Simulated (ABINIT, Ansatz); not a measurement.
# GaP (F-43m): the LO frequency by hand

Wanted: the LO mode of GaP (F-43m) from the TO mode and the field response.

Main program and level: ABINIT 10.8.3; DFT LDA, scalar-relativistic, plane waves, PseudoDojo norm-conserving pseudopotentials.

**1. The relaxed structure**

The structure is cubic, space group F-43m (No. 216). Conventional cell: a = 5.388 Å, b = 5.388 Å, c = 5.388 Å, α = 90.00°, β = 90.00°, γ = 90.00°. Ga has 4 P at 2.33 Å nearest. Nearest to P lie 4 Ga at 2.33 Å. Farther neighbours are not listed.

Structure file:

```
Ga P
1.0
     0.00000    2.69380    2.69380
     2.69380    0.00000    2.69380
     2.69380    2.69380    0.00000
Ga P
1 1
Direct
  0.00000 0.00000 0.00000
  0.25000 0.25000 0.25000
```

This is the cell after its relaxation at this level of theory, not the database cell from which that began.

**2. What the response run gave**

A linear-response run on the relaxed cell, with the response to an electric field; only its zone-centre results are used. Cutoff 44 Ha, k mesh 6×6×6 with shifts.

Numbers of over 12 decimals in the logs are rounded to 6 here.

Log:

```text
[banners, grids, parts of the stress and lines that vanish by symmetry left out]
- input  file    -> dfpt_gamma.abi
- output file    -> dfpt_gamma.abo
- root for input  files -> dfpt_gammai
[...]
DATASET    1 : space group F-4 3 m (#216); Bravais cF (face-center cubic)
[...]
nfft =       91125          nkpt =         432
[...]
DATASET    2 : space group F-4 3 m (#216); Bravais cF (face-center cubic)
[...]
nfft =       91125          nkpt =         432
[...]
== DATASET  1 ==================================================================
[...]
cutoff_energies: {ecut:  44.0, pawecutdg:  -1.0, }
[...]
- 15.00000   5.00000  180309                  znucl, zion, pspdat
[...]
Perturbation : derivative vs k along direction   1
[...]
-ETOT  1  -42.835289024976     -4.284E+01 1.365E+00 0.000E+00
 ETOT  2  -42.990511359448     -1.552E-01 7.383E-02 0.000E+00
 ETOT  3  -42.993910862990     -3.400E-03 5.103E-03 0.000E+00
 ETOT  4  -42.994081776838     -1.709E-04 6.353E-04 0.000E+00
 ETOT  5  -42.994093998399     -1.222E-05 5.553E-05 0.000E+00
[...]
At SCF step   22   max residual=  9.99E-21 < tolwfr=  1.00E-20 =>converged.
[...]
Perturbation : derivative vs k along direction   2
[...]
-ETOT  1  -42.835289024677     -4.284E+01 1.365E+00 0.000E+00
[...]
At SCF step   22   max residual=  9.99E-21 < tolwfr=  1.00E-20 =>converged.
[...]
Perturbation : derivative vs k along direction   3
[...]
-ETOT  1  -42.835289024380     -4.284E+01 1.365E+00 0.000E+00
[...]
At SCF step   22   max residual=  1.00E-20 < tolwfr=  1.00E-20 =>converged.
[...]
1        1       1.8447651065   -0.0000000000
     1        2       0.9223825533   -0.0000000000
     1        3       0.9223825532    0.0000000000
     2        1       0.9223825533   -0.0000000000
     2        2       1.8447651065   -0.0000000000
     2        3       0.9223825532   -0.0000000000
     3        1       0.9223825532    0.0000000000
     3        2       0.9223825532   -0.0000000000
     3        3       1.8447651065   -0.0000000000
[...]
== DATASET  2 ==================================================================
[...]
cutoff_energies: {ecut:  44.0, pawecutdg:  -1.0, }
[...]
Perturbation : displacement of atom   1   along direction   1
[...]
-ETOT  1   23.818732865071     -3.102E+04 3.377E+01 1.292E+02
[...]
At SCF step   11       vres2   =  3.70E-11 < tolvrs=  1.00E-10 =>converged.
[...]
At SCF step   10       vres2   =  1.56E-11 < tolvrs=  1.00E-10 =>converged.
[...]
-ETOT  1   3.922948     -1.045E+02 3.488E-01 1.585E+04
[...]
ETOT  9  0.863693     -1.674E-10 3.393E-10 4.155E-09
 ETOT 10  0.863693     -9.408E-12 1.831E-11 1.460E-11
 At SCF step   10       vres2   =  1.46E-11 < tolvrs=  1.00E-10 =>converged.
[...]
Dielectric tensor, in cartesian coordinates,
[...]
1    4   1    4        10.7631662317        -0.0000000000
   1    4   2    4         0.0000000000        -0.0000000000
   1    4   3    4         0.0000000000        -0.0000000000
   2    4   1    4         0.0000000000        -0.0000000000
   2    4   2    4        10.7631662317        -0.0000000000
   2    4   3    4         0.0000000000        -0.0000000000
   3    4   1    4         0.0000000000        -0.0000000000
   3    4   2    4         0.0000000000        -0.0000000000
   3    4   3    4        10.7631662317        -0.0000000000
  Effective charges, in cartesian coordinates,
[...]
1    1   1    4         2.0463849615         0.0000000000
   2    1   1    4        -0.0000000000         0.0000000000
   3    1   1    4         0.0000000000         0.0000000000
   1    2   1    4        -2.0550101896         0.0000000000
   2    2   1    4        -0.0000000000         0.0000000000
[...]
Effective charges, in cartesian coordinates,
[...]
Rigid-atom elastic tensor , in cartesian coordinates,
[...]
Rigid-atom proper piezoelectric tensor, in cartesian coordinates,
[...]
2    4   2    6        -0.0135123695         0.0000000000
   2    4   3    6         0.0000000000         0.0000000000
   3    4   1    5         0.0000000000         0.0000000000
   3    4   2    5        -0.0000000000         0.0000000000
   3    4   3    5         0.0000000000         0.0000000000
   3    4   1    6         0.0000000000         0.0000000000
   3    4   2    6         0.0000000000         0.0000000000
   3    4   3    6        -0.0135123691         0.0000000000
  Phonon wavevector (reduced coordinates) :  0.00000  0.00000  0.00000
 Phonon energies in Hartree :
[...]
Phonon frequencies in cm-1    :
-  8.431600E-01  8.431601E-01  8.431603E-01  3.651007E+02  3.651007E+02
-  3.651007E+02
  Phonon at Gamma, with non-analyticity in the
[...]
Phonon energies in Hartree :
[...]
Phonon frequencies in cm-1    :
-  8.431600E-01  8.431601E-01  8.859382E-01  3.651007E+02  3.651007E+02
-  3.953046E+02
  Phonon at Gamma, with non-analyticity in the
[...]
Phonon energies in Hartree :
[...]
Phonon frequencies in cm-1    :
-  8.431600E-01  8.431603E-01  8.859380E-01  3.651007E+02  3.651007E+02
-  3.953046E+02
  Phonon at Gamma, with non-analyticity in the
[...]
Phonon energies in Hartree :
[...]
Phonon frequencies in cm-1    :
-  8.431601E-01  8.431603E-01  8.859380E-01  3.651007E+02  3.651007E+02
-  3.953046E+02
[...]
fcart2     0.0000000000E+00  0.0000000000E+00  0.0000000000E+00
           strten2     0.0000000000E+00  0.0000000000E+00  0.0000000000E+00
================================================================================
```

```tsv
quantity	value
cell volume Ω (Å³)	39.095
mass of Ga (u)	69.723
mass of P (u)	30.974
Born charge of Ga, raw (e)	2.046
Born charge of P, raw (e)	-2.055
ε∞	10.763
ω(TO) after the sum rule (cm⁻¹)	365.1
```

**3. The calculation**

The charges must sum to zero over the cell; taking off their mean, -0.004 e, leaves Z* = 2.051 e on Ga. In the polar mode Ga moves against P, so the reduced mass is μ = 69.72 × 30.97 / 100.70 = 21.446 u.

A longitudinal wave builds up a field that adds to the restoring force: ω(LO)² = ω(TO)² + 4π Z*² / (μ Ω ε∞), in Hartree atomic units. With μ = 39094 electron masses and Ω = 263.83 bohr³ the second term is 4.7603e-07 Ha², or 22930 cm⁻² (1 Ha = 219474.6 cm⁻¹).

So ω(LO) = √(133298 + 22930) = 395.3 cm⁻¹, and by the Lyddane-Sachs-Teller relation ε₀ = ε∞ (ω(LO)/ω(TO))² = 12.61.

**4. Check against the program**

The analysis program adds the same non-analytic term to the full matrix.

Log:

```text
[banners, grids, parts of the stress and lines that vanish by symmetry left out]
-outvars_anaddb: echo values of input variables ----------------------

 Flags :
[...]
Dielectric Tensor and Effective Charges
[...]
Effective charge tensors after
[...]
Phonon wavevector (reduced coordinates) :  0.00000  0.00000  0.00000
 Phonon energies in Hartree :
[...]
Phonon energies in meV     :
-  0.000000E+00  0.000000E+00  0.000000E+00  4.526667E+01  4.526667E+01
-  4.526667E+01
 Phonon frequencies in cm-1    :
-  0.000000E+00  0.000000E+00  0.000000E+00  3.651003E+02  3.651003E+02
-  3.651003E+02
 Phonon frequencies in Thz     :
-  0.000000E+00  0.000000E+00  0.000000E+00  1.094543E+01  1.094543E+01
-  1.094543E+01
 Phonon energies in Kelvin  :
-  0.000000E+00  0.000000E+00  0.000000E+00  5.252979E+02  5.252979E+02
-  5.252979E+02
[...]
-  1  0.00000000E+00  2.21057574E-07 -2.33406095E-03
-     0.00000000E+00  0.00000000E+00  0.00000000E+00
-  2  0.00000000E+00  2.21057577E-07 -2.33406098E-03
-     0.00000000E+00  0.00000000E+00  0.00000000E+00
[...]
-  1  0.00000000E+00 -2.33406095E-03 -2.21057574E-07
-     0.00000000E+00  0.00000000E+00  0.00000000E+00
-  2  0.00000000E+00 -2.33406098E-03 -2.21057577E-07
-     0.00000000E+00  0.00000000E+00  0.00000000E+00
[...]
-  1  2.33406096E-03  0.00000000E+00  0.00000000E+00
-     0.00000000E+00  0.00000000E+00  0.00000000E+00
-  2  2.33406099E-03  0.00000000E+00  0.00000000E+00
-     0.00000000E+00  0.00000000E+00  0.00000000E+00
[...]
-  1  0.00000000E+00  0.00000000E+00  1.55568314E-03
-     0.00000000E+00  0.00000000E+00  0.00000000E+00
-  2  0.00000000E+00  0.00000000E+00 -3.50189604E-03
-     0.00000000E+00  0.00000000E+00  0.00000000E+00
[...]
-  1  2.56852908E-07 -1.55568312E-03  0.00000000E+00
-     0.00000000E+00  0.00000000E+00  0.00000000E+00
-  2 -5.78184693E-07  3.50189599E-03  0.00000000E+00
-     0.00000000E+00  0.00000000E+00  0.00000000E+00
[...]
-  1  1.55568312E-03  2.56852908E-07  0.00000000E+00
-     0.00000000E+00  0.00000000E+00  0.00000000E+00
-  2 -3.50189599E-03 -5.78184693E-07  0.00000000E+00
-     0.00000000E+00  0.00000000E+00  0.00000000E+00
[...]
-     1         -0.000000    -0.000000     0.000000     0.000000
-     2         -0.000000     0.000000     0.000000     0.000000
-     3         -0.000000    -0.000000     0.000000     0.000000
-     4         -0.000000     0.000000     2.706641     2.706641
-     5          0.000447    -2.706641     0.000000     2.706641
-     6          2.706641     0.000447     0.000000     2.706641
[...]
-   1     Real    0.0000E+00  0.0000E+00  0.0000E+00  0.0000E+00  0.0000E+00  0.0000E+00  0.0000E+00
[...]
-     0.00000000E+00  0.00000000E+00  0.00000000E+00
-  2  0.00000000E+00  2.20893704E-07 -2.33406098E-03
-     0.00000000E+00  0.00000000E+00  0.00000000E+00
[...]
Phonon at Gamma, with non-analyticity in the
[...]
Phonon energies in Hartree :
[...]
Phonon energies in meV     :
-  0.000000E+00  0.000000E+00  0.000000E+00  4.526667E+01  4.526667E+01
-  4.900565E+01
 Phonon frequencies in cm-1    :
-  0.000000E+00  0.000000E+00  0.000000E+00  3.651003E+02  3.651003E+02
-  3.952572E+02
 Phonon frequencies in Thz     :
-  0.000000E+00  0.000000E+00  0.000000E+00  1.094543E+01  1.094543E+01
-  1.184951E+01
 Phonon energies in Kelvin  :
-  0.000000E+00  0.000000E+00  0.000000E+00  5.252979E+02  5.252979E+02
-  5.686870E+02
[...]
Phonon at Gamma, with non-analyticity in the
[...]
Phonon energies in Hartree :
[...]
Phonon energies in meV     :
-  0.000000E+00  0.000000E+00  0.000000E+00  4.526667E+01  4.526667E+01
-  4.900565E+01
 Phonon frequencies in cm-1    :
-  0.000000E+00  0.000000E+00  0.000000E+00  3.651003E+02  3.651003E+02
-  3.952572E+02
 Phonon frequencies in Thz     :
-  0.000000E+00  0.000000E+00  0.000000E+00  1.094543E+01  1.094543E+01
-  1.184951E+01
 Phonon energies in Kelvin  :
-  0.000000E+00  0.000000E+00  0.000000E+00  5.252979E+02  5.252979E+02
-  5.686870E+02
[...]
-  1  0.00000000E+00  2.33406096E-03  0.00000000E+00
-     0.00000000E+00  0.00000000E+00  0.00000000E+00
-  2  0.00000000E+00  2.33406099E-03  0.00000000E+00
-     0.00000000E+00  0.00000000E+00  0.00000000E+00
[...]
-  1  2.33406096E-03  0.00000000E+00  0.00000000E+00
-     0.00000000E+00  0.00000000E+00  0.00000000E+00
-  2  2.33406099E-03  0.00000000E+00  0.00000000E+00
-     0.00000000E+00  0.00000000E+00  0.00000000E+00
[...]
-  1  2.30297673E-04  9.66653945E-04 -1.19695162E-03
-     0.00000000E+00  0.00000000E+00  0.00000000E+00
-  2 -5.18407950E-04 -2.17597114E-03  2.69437909E-03
-     0.00000000E+00  0.00000000E+00  0.00000000E+00
[...]
-  1  1.24915825E-03 -8.24022763E-04 -4.25135492E-04
-     0.00000000E+00  0.00000000E+00  0.00000000E+00
-  2 -2.81189801E-03  1.85490346E-03  9.56994552E-04
-     0.00000000E+00  0.00000000E+00  0.00000000E+00
[...]
Direction                     Dielectric constant
[...]
Elastic Tensor (clamped ion) (unit:10^2GP):
[...]
Elastic Tensor (relaxed ion) (unit:10^2GP):
[...]
Calculation of the tensor related to piezoelectric effetc
[...]
Proper piezoelectric constants (clamped ion) (unit:c/m^2)
[...]
Increase cutoff energy or k-points sampling.
[...]
Proper piezoelectric constants (relaxed ion) (unit:c/m^2)
[...]
0.00000000     -0.12676015     -0.00000000
     -0.00000000     -0.00000000     -0.12676012
-
```

```tsv
quantity	by hand	program
ω(LO) (cm⁻¹)	395.3	395.3
ε₀	12.61	12.61
```

**5. Summary of results**

| Property | Result |
| --- | --- |
| TO mode | 365.1 cm⁻¹ |
| LO mode | 395.3 cm⁻¹ |
| static dielectric constant | 12.61 |

What this shows: The LO mode of GaP (F-43m) lies at 395 cm⁻¹, 30 cm⁻¹ above the TO mode; the formula meets the program within 0.1 cm⁻¹, as it must for a cubic crystal with one polar mode. ω(LO)² − ω(TO)² goes with Z*²/ε∞: an error of 5 % in ε∞ would move the LO mode by 1.4 cm⁻¹, and semilocal functionals tend to overestimate ε∞. These are harmonic values at zero temperature, at the volume of this functional, for the structure held cubic; stability elsewhere in the zone is no part of this calculation.

[Host names and launcher messages were left out of these logs when they were recorded.]

[Logs are printed without paths, hosts, clocks, repeated set-up lines and the standing remarks that a program may print on its own settings, such as how far it seeks lower states.]

[Hosts, paths, dates, database ids (printed as entryN), source tags and the programs' standing remarks are cut or masked in the printed files.]
